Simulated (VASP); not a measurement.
Runs of VASP 6.6.1 on KBr. All rows change the cell; the cell of one of them follows. It takes space group I4/mmm (No. 139, tetragonal). The conventional cell has a = 4.670 Å, b = 4.670 Å, c = 6.903 Å, α = 90.00°, β = 90.00°, γ = 90.00°. K (site symmetry 4/mmm) is surrounded by 6 Br at 3.30 to 3.45 Å. Around Br (site symmetry 4/mmm) lie 6 K at 3.30 to 3.45 Å. The cell was built by a generator and needn't be a form met in nature.

```tsv
level	cell	k mesh	smearing	exchange at q = 0	grid for exact exchange (PRECFOCK)	screening parameter	gap on the mesh (eV)	pressure (GPa)
PBE	uniaxial_x strain +4.5%	6 × 6 × 6	fermi-dirac 0.02 eV	-	-	-	4.31	0.1
HSE06	shear_xy strain +1.8%	4 × 4 × 4	gaussian 0.01 eV	truncated	Normal	0.2079 1/A	(b)	0.4
PBE	shear_111 strain +2.6%	6 × 6 × 6	fermi-dirac 0.02 eV	-	-	-	(c)	(a)
PBE	shear_xy strain +1.8%	6 × 6 × 6	fermi-dirac 0.02 eV	-	-	-	4.41	0.7
```

Alike in all rows: task single point; potentials or basis VASP PAW PBE potentials, release 64 (K_sv, Br); no spin polarisation; cutoff (eV) 520.

**Question.** Fill in the values left out.

**Answer.** (a) 0.3; (b) 5.57; (c) 4.34.

Caveats: the PAW data sets were made with another functional, which shifts forces and pressure a little (some runs).

A k mesh can miss the band edges, and the runs leave out spin-orbit coupling on Br.
